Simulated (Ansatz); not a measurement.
**PbS under compression and expansion**

Space group C2/m (No. 12). a = 5.881 Å, b = 5.800 Å, c = 11.759 Å, α = 90.00°, β = 95.27°, γ = 90.00°
| atom | site | symmetry | x | y | z |
| --- | --- | --- | --- | --- | --- |
| Pb | 4i | m | 0.2756 | 0.5000 | 0.6364 |
| S | 4i | m | 0.7684 | 0.5000 | 0.5986 |

The runs use the primitive cell with vectors (2.941, -2.900, 0.000), (2.941, 2.900, 0.000), (-1.080, 0.000, 11.709) Å, to which the k mesh refers.

The cell is COD entry 2106944, as deposited and not checked against the literature; nothing was relaxed.

Spin–orbit coupling is left out, though it moves levels of the heavy atoms by tenths of an eV or more.

Methods: DFT, PBEsol, all-electron LAPW, scalar-relativistic (Ansatz 0.2.0); DFT, PBEsol, PAW with Ansatz's default frozen-core files, scalar-relativistic (Ansatz 0.2.0).

For LAPW: a Γ-centred 7×7×3 k mesh, Fermi–Dirac smearing of 0.01 eV, basis error target 0.5 meV/atom, no spin polarisation. PAW takes a cutoff of 420 eV at this cell (files made with PBE, cores remade for this functional). The Ansatz runs share mesh, smearing and spin set-up. Plane-wave (PAW) pressures include the program's estimate of the Pulay term.

The cell above is scaled evenly, with fractional coordinates and shape held.

```json
{"V/V(cell)": "0.9400", "V (Å³/atom)": "46.930", "P, LAPW (GPa)": "0.77", "P, PAW (GPa)": "0.76", "gap on the k mesh, LAPW (eV)": "1.17", "free energy over the lowest listed, PAW (meV/atom)": "2.6"}
{"V/V(cell)": "0.9600", "V (Å³/atom)": "47.928", "P, LAPW (GPa)": "0.09", "P, PAW (GPa)": "0.08", "gap on the k mesh, LAPW (eV)": "1.21", "free energy over the lowest listed, PAW (meV/atom)": "0.0"}
{"V/V(cell)": "0.9800", "V (Å³/atom)": "48.927", "P, LAPW (GPa)": "-0.52", "P, PAW (GPa)": "-0.53", "gap on the k mesh, LAPW (eV)": "1.24", "free energy over the lowest listed, PAW (meV/atom)": "1.4"}
{"V/V(cell)": "0.9900", "V (Å³/atom)": "49.426", "P, LAPW (GPa)": "-0.80", "P, PAW (GPa)": "-0.81", "gap on the k mesh, LAPW (eV)": "1.26", "free energy over the lowest listed, PAW (meV/atom)": "3.5"}
{"V/V(cell)": "1.0000", "V (Å³/atom)": "49.925", "P, LAPW (GPa)": "-1.07", "P, PAW (GPa)": "-1.07", "gap on the k mesh, LAPW (eV)": "1.28", "free energy over the lowest listed, PAW (meV/atom)": "6.4"}
{"V/V(cell)": "1.0100", "V (Å³/atom)": "50.424", "P, LAPW (GPa)": "-1.32", "P, PAW (GPa)": "-1.32", "gap on the k mesh, LAPW (eV)": "1.29", "free energy over the lowest listed, PAW (meV/atom)": "10.2"}
{"V/V(cell)": "1.0200", "V (Å³/atom)": "50.924", "P, LAPW (GPa)": "-1.56", "P, PAW (GPa)": "-1.56", "gap on the k mesh, LAPW (eV)": "1.31", "free energy over the lowest listed, PAW (meV/atom)": "14.6"}
{"V/V(cell)": "1.0400", "V (Å³/atom)": "51.922", "P, LAPW (GPa)": "-1.99", "P, PAW (GPa)": "-2.00", "gap on the k mesh, LAPW (eV)": "1.34", "free energy over the lowest listed, PAW (meV/atom)": "25.8"}
{"V/V(cell)": "1.0600", "V (Å³/atom)": "52.921", "P, LAPW (GPa)": "?", "P, PAW (GPa)": "?", "gap on the k mesh, LAPW (eV)": "?", "free energy over the lowest listed, PAW (meV/atom)": "?"}
```

**Question.** Fill in the row V/V(cell) = 1.0600.

**Answer.** P, LAPW (GPa) = -2.39, P, PAW (GPa) = -2.39, gap on the k mesh, LAPW (eV) = 1.36, free energy over the lowest listed, PAW (meV/atom) = 39.4.

**Question.** What do Birch–Murnaghan fits to the pressures give?

**Answer.** LAPW: V0 = 48.07 Å³/atom, B0 = 31 GPa, B0′ = 4.3; PAW: V0 = 48.06 Å³/atom, B0 = 31 GPa, B0′ = 4.3.

PAW's V0 lies -0.01 % from the all-electron value and its B0 0.0 %. With shape and internal coordinates held, B0 is an upper bound to the relaxed modulus.
